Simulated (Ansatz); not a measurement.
# Structure relaxation of TaSi2

These are results of DFT PBE, scalar-relativistic, plane waves, PAW (Ansatz), not measurements. Cutoff 420 eV, Γ-centred k mesh, Gaussian smearing, no spin polarisation in the final step.

This is the end of a relaxation of cell and atoms.

```
CELL_PARAMETERS angstrom
4.80616 0.00000 0.00000
-2.40308 4.16226 0.00000
0.00000 0.00000 6.59686
ATOMIC_POSITIONS crystal
Ta 0.50000 0.00000 0.00000
Ta 0.50000 0.50000 0.66667
Ta 0.00000 0.50000 0.33333
Si 0.15886 0.31773 0.00000
Si 0.84114 0.15886 0.66667
Si 0.68227 0.84114 0.33333
Si 0.84114 0.68227 0.00000
Si 0.15886 0.84114 0.66667
Si 0.31773 0.15886 0.33333
```

Formation energies are uncorrected and refer to the elements' standard structures at the same level.

Problem. What space group does it have?

Solution. P6_422 (No. 181). Conventional cell: a = 4.806 Å, c = 6.597 Å. Ta is coordinated by 10 Si at 2.62–2.84 Å and 4 Ta at 3.26 Å; Si has 3 Si at 2.57–2.64 Å, 5 Ta at 2.62–2.84 Å, 2 Si at 2.84 Å, 2 Si at 3.18 Å and 2 Si at 3.34 Å.

Problem. What is its formation energy per atom?

Solution. -0.48 eV/atom.

Problem. Is it a metal?

Solution. Yes, bands cross the Fermi level on the 12×12×6 mesh.

The final run used a 12×12×6 mesh on its 9-atom cell and 0.10 eV smearing. For metals, differences of a few meV/atom aren't resolved. Spin–orbit coupling is left out.

Cost: 2 runs of about 3 core-minutes in all, on Arm Neoverse V1 (shared hosts).